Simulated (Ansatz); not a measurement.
# Calculated quadrupolar parameters for SiO2

The cell is a Materials Project structure (computed, not necessarily an observed phase), atoms as given.

Space group P6_322 (No. 182); a = 5.0691, c = 8.5585 Å, γ = 120.00°.

| site | Wyckoff | site symmetry | x | y | z |
| --- | --- | --- | --- | --- | --- |
| Si | 4f | 3.. | 0.6667 | 0.3333 | 0.9371 |
| O5 | 6g | .2. | 0.0000 | 0.4213 | 0.0000 |
| O10 | 2c | 3.2 | 0.6667 | 0.3333 | 0.7500 |

One atom of each set is listed.

Level of theory: DFT, r2SCAN, plane waves and PAW (field gradients read without the response of the frozen cores, which leaves them typically 4 to 6 % off), scalar-relativistic, 500 eV cutoff, Γ-centred 6×6×3 k-points, Fermi–Dirac smearing 0.02 eV (Ansatz 0.2.0).

V_zz is the principal component of the electric field gradient with the largest magnitude, η = (V_xx − V_yy)/V_zz and C_Q = eQV_zz/h.

O-17: I = 5/2, Q = -25.58 mb. Nuclear quadrupole moments: year-2017 set (Pyykkö).

**Question.** Which values are expected at the nuclei?

**Answer.** 

```
site  atoms                 first shell  V_zz (10²¹ V/m²)     η  C_Q (MHz)
  Si      4          4 O at 1.60–1.61 Å            -0.048  0.00          –
  O5      6  2 Si at 1.61 Å, angle 151°              9.86  0.12      -6.10
 O10      2  2 Si at 1.60 Å, angle 180°             10.49  0.00      -6.49
```

An axis of threefold or higher order runs through Si and O10, so V_zz lies along it and η is zero. At O5 V_zz runs parallel to the line that joins its two neighbours (within 1°).

Si has no stable isotope with a ground-state quadrupole moment in the table, so no C_Q is given.

The run took 13 s of wall time (13 s of CPU time) and 0.84 GiB at its peak, on 1 thread of AMD EPYC 9R14 (Zen 4) (x86_64; 16 cores open to the job, memory cap 3.0 GiB, no GPU), a shared host with a load of 0.2 a core.
